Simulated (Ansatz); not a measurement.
# TaN: the cost of one run

Program: Ansatz 0.2.0. Level of theory: DFT PBE, scalar-relativistic, plane waves, PAW. These are calculated values, not measurements.

4 further runs of the same task are left out: 4 set aside as unsound or not needed.

## (1) The structure to begin with

The structure is cubic, space group Fm-3m (No. 225). The conventional cell has a = 4.417 Å, b = 4.417 Å, c = 4.417 Å, α = 90.00°, β = 90.00°, γ = 90.00°. Ta (site symmetry m-3m) has 6 N at 2.21 Å as nearest neighbours. N (site symmetry m-3m) has 6 Ta at 2.21 Å as nearest neighbours.

As a file:

```cif
data_structure
_symmetry_space_group_name_H-M 'Fm-3m'
_symmetry_Int_Tables_number 225
_cell_length_a 4.4173
_cell_length_b 4.4173
_cell_length_c 4.4173
_cell_angle_alpha 90.000
_cell_angle_beta 90.000
_cell_angle_gamma 90.000
_cell_volume 86.19
loop_
_atom_site_label
_atom_site_type_symbol
_atom_site_symmetry_multiplicity
_atom_site_Wyckoff_symbol
_atom_site_fract_x
_atom_site_fract_y
_atom_site_fract_z
_atom_site_occupancy
Ta1 Ta 4 b 0.50000 0.00000 0.00000 1
N1 N 4 a 0.00000 0.00000 0.00000 1
```

It is the result of an earlier relaxation at this level (volume 10.77 Å³/atom; gap on the mesh: none (metal)).

## (2) The film's bulk: Cu

Relaxed beforehand at this level: -6625.1752 eV/atom, gap on the mesh none (metal).

```yaml
crystal:
  lattice:
    - [0.00000, 1.81487, 1.81487]
    - [1.81487, 0.00000, 1.81487]
    - [1.81487, 1.81487, 0.00000]
  atoms:
    - { symbol: Cu, position: [0.00000, 0.00000, 0.00000] }
```

## (3) Bulk reference on the slab's mesh

input.yaml

```yaml
crystal:
  lattice:
    - [4.4172695534, 0.0, 0.0]
    - [-2.2086347767, 6.6259043301, 0.0]
    - [-2.2086347767, 0.0, 2.2086347767]
  atoms:
    - { symbol: Ta, position: [0.1666666667, 0.3333333333, 0.0] }
    - { symbol: Ta, position: [0.8333333333, 0.6666666667, 0.0] }
    - { symbol: Ta, position: [0.5, 0.0, 0.0] }
    - { symbol: "N", position: [0.3333333333, 0.6666666667, 0.0] }
    - { symbol: "N", position: [0.0, 0.0, 0.0] }
    - { symbol: "N", position: [0.6666666667, 0.3333333333, 0.0] }
basis:
  ecutwfc: 420
kpoints:
  mp_grid: { grid: [8, 5, 15] }
hamiltonian:
  xc: pbe
scf:
  occupations: { method: gaussian, width: 0.1 }
output:
  forces: true
  stress: true
  eigenvalues: true
```

The run is started by

```console
> ansatz run input.yaml --threads 8 --pin off --max-ram 20480MiB --backend cpu --events-out ev --progress --plain --runs-dir out
```

Q: Estimate wall time and peak memory on 8 threads of Arm Neoverse V1, shared host.

About 4.2 s, with a peak of 0.76 GiB.
